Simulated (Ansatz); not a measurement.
Input and command of a plane-wave DFT calculation in Ansatz:

```yaml
crystal:
  lattice:
    - [1.4284348394, 0.824707239, 4.5839315268]
    - [-1.4284348394, 0.824707239, 4.5839315268]
    - [0.0, -1.6494144781, 4.5839315268]
  atoms:
    - { symbol: Mn, position: [0.0, 0.0, 0.0], spin: 0.5 }
    - { symbol: O, position: [0.26436449, 0.26436449, 0.26436449] }
    - { symbol: O, position: [0.73563551, 0.73563551, 0.73563551] }
basis:
  ecutwfc: 420
kpoints:
  mp_grid: { grid: [12, 12, 12] }
hamiltonian:
  xc: pbe
  hubbard: { sites: [{ species: Mn, l: d, u_eff: 3.9 }] }
scf:
  occupations: { method: gaussian, width: 0.02 }
output:
  forces: true
  stress: true
  eigenvalues: true
  populations: true
magnetization:
  spin_polarized: true
```

```bash
ansatz run input.yaml --threads 1 --pin off --max-ram 2560MiB --backend cpu --events-out ev --progress --plain --runs-dir out
```

Processor: Arm Neoverse V1, 1 thread, on a host shared with other jobs.

Question: Estimate time, memory and problem size.

Answer: About 27 s on 1 thread of Arm Neoverse V1, with other jobs on the host, peak memory 0.47 GiB. It solves 18 bands at 189 k points (the mesh reduced by the symmetry that the task leaves, which can be less than the crystal's) with about 651 plane waves, in 13 SCF iterations.
